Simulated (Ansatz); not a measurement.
## From a trial cell to the properties of GaN

**The experiment.** The Crystallography Open Database holds a cell as deposited of hexagonal GaN (space group P6_3mc), temperature not stated (2015, doi:10.1039/C5TC00475F): a, c = 3.197, 5.207 Å, 11.52 Å³/atom.

From “Studying electronic properties in GaN without electrical contacts using γ-γ vs e−-γ Perturbed Angular Correlations”, 2019, pmc:6823545, for a bulk crystal of GaN: band gap 3.503 ± 0.005 eV (direct).

The results are compared with them further down.

The computed numbers are results of PBE, scalar-relativistic (no spin polarisation) in the plane-wave PAW code Ansatz at 420 eV, 12×12×8 k-mesh, Gaussian smearing of 0.05 eV. The datasets are Ansatz's generated set soft_2.

The chain of runs began from a cell as deposited in COD, expanded in volume. Of that entry: the entry's cell lengths or inner coordinates differ somewhat from later room-temperature determinations.

The first cell, 1 % under the database's volume:

```xyz
4
Lattice="3.1906 0.0000 0.0000 -1.5953 2.7631 0.0000 0.0000 0.0000 5.1832" Properties=species:S:1:pos:R:3 pbc="T T T"
Ga    0.0000    1.8421    0.0000
Ga    1.5953    0.9210    2.5916
N     0.0000    1.8421    1.9437
N     1.5953    0.9210    4.5353
```

The runs in order:

```
run  level   k-mesh                    kind  V (Å³/atom)  P (GPa)  E − E(final) (meV/atom)  gap on the mesh (eV)
  1    PBE  12×12×8  cell and atoms relaxed        11.76      0.0                      0.0                  1.71
```

Cell and atoms are those of this level's equilibrium.

The final structure (symmetry read at 0.01 Å). The structure is hexagonal, space group P6_3mc (No. 186). Conventional cell: a = 3.218 Å, b = 3.218 Å, c = 5.243 Å, α = 90.00°, β = 90.00°, γ = 120.00°. Around Ga (site symmetry 3m) lie 4 N at 1.97 to 1.98 Å. N (site symmetry 3m) has 4 Ga at 1.97 to 1.98 Å as nearest neighbours. (Neighbours are counted to 15 % beyond the shortest distance.)

At the final geometry the gap, band path included, is 1.71 eV. The equation of state gives B0 = 172 GPa and B0′ = 4.4. Against the elements' standard states, run alike and uncorrected, the formation energy is -0.44 eV/atom. The runs in the table took roughly 1.3 core-minutes.

**What lies behind the numbers.**

Formal charges Ga³⁺, N³⁻ balance and leave closed shells on every ion, so a band insulator is expected, and the gap is 1.71 eV.

Bader charges against formal ones: Ga +1.55 (+3), N −1.55 (−3). The cations give up 52 % of the formal charge; Bader charges stay under formal ones because the anions' density reaches into the cations' basins, the more so the higher the formal charge and the softer the anion.

**Comparison.** The computed cell (3.218, 5.243 Å, 11.76 Å³/atom) differs from the database's by +2.0 % in volume, about +0.7 % in length. PBE usually overestimates volumes by a few per cent. Measured gap of GaN: 3.503 eV (direct; quoted in “Studying electronic properties in GaN without electrical contacts using γ-γ vs e−-γ Perturbed Angular Correlations”, 2019, pmc:6823545). This calculation gives 1.71 eV (-1.79 eV). So large a miss can be the level of theory's own, or it may mean another phase, state or a wrong row. Kohn–Sham gaps of semilocal functionals mostly fall below measured ones. Temperature and excitons aren't in the calculation.

Semilocal functionals underestimate band gaps, commonly by a third or more.
